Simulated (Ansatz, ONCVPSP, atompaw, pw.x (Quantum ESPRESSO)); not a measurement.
# Which Ga potential is closest to all-electron in the fcc crystal?

All use PBE, scalar-relativistic, no spin, cutoffs from each file’s atomic test, pw.x 7.5; 13³ k-points, Fermi–Dirac smearing 0.01 Ry. Δ is the rms difference from all-electron LAPW of the E(V) curves that follow from fits to the pressures, over ±6 % in volume. Mesh and smearing are coarse and serve the comparison alone. The files are a selection: those with a ghost or negative overlap were mostly not run, and those with noisy or unconverged pressures or nearly equal Δ are left out.

All-electron: a0 = 4.236 Å (V0 = 19.00 Å³/atom), B0 = 48.8 GPa.

(1) Rank them by Δ, smallest first.
A. optimised norm-conserving Vanderbilt (ONCV), ONCVPSP 4.0.1.1 (patched build), PBE; core [Ar] 3d10, reference 4s2 4p1; waves: 4s: rc 1.65 bohr, ncon 4, nbas 7, qcut 4.7 1/bohr, 2 projectors, debl 3.8 Ha; 4p: rc 2.70 bohr, ncon 4, nbas 8, qcut 2.7 1/bohr, 2 projectors, debl 3.2 Ha; d scattering state at 0.25 Ha: rc 2.35 bohr, ncon 4, nbas 7, qcut 4.6 1/bohr, 1 projector; local part: polynomial inside 1.15 bohr (lpopt 5, dvloc0 2 Ha); core correction: polynomial model core, fcfact 0.55.
B. PAW, atompaw 4.2.0.5, PBE; core [Ar] 3d10, reference 4s1.75 4p1.25; waves: 4s (bound); 4s channel at 4.7 Ry; 4p (bound); 4p channel at 3.15 Ry; 4d channel at 0.2 Ry; local part: bessel scheme, radius 2.00 bohr; core correction: smooth core density matched at 1.15 bohr; augmentation: sinc compensation charge, radius 2.15 bohr; PAW radius 2.30 bohr; waves and projectors: bloechl.
C. optimised norm-conserving Vanderbilt (ONCV), ONCVPSP 4.0.1.1 (patched build), PBE; core [Ar] 3d10, reference 4s2 4p1; waves: 4s: rc 1.70 bohr, ncon 3, nbas 7, qcut 3.6 1/bohr, 2 projectors, debl 0.4 Ha; 4p: rc 2.60 bohr, ncon 3, nbas 6, qcut 3.6 1/bohr, 2 projectors, debl 1.5 Ha; d scattering state at 0.28 Ha: rc 2.65 bohr, ncon 4, nbas 8, qcut 3.1 1/bohr, 2 projectors, debl 1 Ha; local part: polynomial inside 1.25 bohr (lpopt 4, dvloc0 3 Ha); core correction: Teter function, fcfact 3, rcfact 1.6.

Answers

(1) C (1.6 meV/atom), B (2.9 meV/atom), A (8.7 meV/atom).
